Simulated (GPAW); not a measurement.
**GaSb: band structure with MS2**

**The experiment to reproduce.**

From a printed reference work, data compilation, for a bulk crystal of GaSb at 4.2 K: band gap 0.811 eV (direct).

The system is GaSb.

```
CELL_PARAMETERS angstrom
0.00000 3.05900 3.05900
3.05900 0.00000 3.05900
3.05900 3.05900 0.00000
ATOMIC_POSITIONS crystal
Sb 0.75000 0.75000 0.75000
Ga 0.00000 0.00000 0.00000
```

* Program: GPAW 26.7.0
* Task: band structure
* Functional: MS2
* Potentials or basis: GPAW PAW data sets (gpaw-data 1.2.1)
* Cutoff: 600 eV
* Basis: pw
* k mesh: 6 × 6 × 6
* Occupations: fermi-dirac, width 0.05 eV
* Spin: spin-orbit coupling, no magnetisation
* Maxiter: 150
* Band path: GXWKGLUWLK,UX
* Band points: 100
* spin axis theta (degrees): 90
* spin axis phi (degrees): 0
* Soc after scf: second variation without the xc potential

```yaml
Pressure: -0.2 GPa
Band_gap_on_the_k_mesh: 0.17 eV, direct
Band_gap_along_the_path: 0.17 eV, direct
```

Levels at the corners of the path, in eV from the valence-band top:
```tsv
point	band 15	band 16	band 17	band 18	band 19	band 20	band 21	band 22
Γ	0.00	0.00	0.00	0.00	0.17	0.17	2.52	2.52
X	-2.97	-2.97	-2.70	-2.70	0.74	0.74	1.06	1.06
W	-3.84	-3.49	-3.37	-3.35	3.42	3.84	4.12	4.18
K	-4.01	-3.79	-2.45	-2.43	1.24	1.26	3.69	3.83
Γ	0.00	0.00	0.00	0.00	0.17	0.17	2.52	2.52
L	-1.63	-1.63	-1.19	-1.19	0.36	0.36	3.57	3.57
U	-4.01	-3.79	-2.45	-2.43	1.24	1.26	3.69	3.83
W	-3.84	-3.49	-3.37	-3.35	3.42	3.84	4.12	4.18
L	-1.63	-1.63	-1.19	-1.19	0.36	0.36	3.57	3.57
K	-4.01	-3.79	-2.45	-2.43	1.24	1.26	3.69	3.83
U	-4.01	-3.79	-2.45	-2.43	1.24	1.26	3.69	3.83
X	-2.97	-2.97	-2.70	-2.70	0.74	0.74	1.06	1.06
```

Wall time 2.4 min on 1 thread of Arm Neoverse V2 (shared host), peak memory 0.46 GiB.

Measured gap of GaSb: 0.811 eV (direct; 4.2 K; a printed reference work, data compilation). This calculation gives 0.17 eV (-0.64 eV). The value is that of MS2, without temperature or zero-point motion.

Caveat: spin-orbit coupling was added after a scalar SCF, so levels and gaps hold it while energy, forces, pressure and moments don't; this program's spin-orbit splittings come out too wide for heavy elements; the PAW data sets were made with another functional, which shifts forces and pressure a little.
